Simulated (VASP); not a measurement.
CaF2 (Fluorite), 3 atoms in the cell. It takes space group Fm-3m (No. 225, cubic). Conventional cell: a = 5.516 Å, b = 5.516 Å, c = 5.516 Å, α = 90.00°, β = 90.00°, γ = 90.00°. Ca (site symmetry m-3m) is surrounded by 8 F at 2.39 Å. F (site symmetry -43m) is surrounded by 4 Ca at 2.39 Å. 

- Program: VASP 6.6.1
- Task: relaxation of cell and atoms
- Functional: PBE
- Potentials or basis: VASP PAW PBE potentials, release 64 (Ca_sv, F)
- Cutoff: 600 eV
- k mesh: 8 × 8 × 8
- Occupations: gaussian, width 0.03 eV
- Spin: no spin polarisation
- Further INCAR settings: ALGO = Normal; EDIFF = 1e-07; IBRION = 2; EDIFFG = -0.005; NSW = 90; ISIF = 3

Potentials or basis: VASP PAW PBE potentials, release 64 (Ca_sv, F).

Launch:

```console
$ cat potpaw_PBE.64/Ca_sv/POTCAR potpaw_PBE.64/F/POTCAR > POTCAR
$ mpirun -np 2 vasp_std > vasp.out
```

Hardware: 2 MPI ranks on Intel(R) Xeon(R) 6975P-C (Granite Rapids), with other jobs on the host.

Task: How long does it take, and how much memory?

Result: It took 14 s on 2 MPI ranks on Intel(R) Xeon(R) 6975P-C (Granite Rapids) (shared host), peak memory 0.18 GiB a rank. Counts: scf iterations 22, k points 29, ion steps 2.
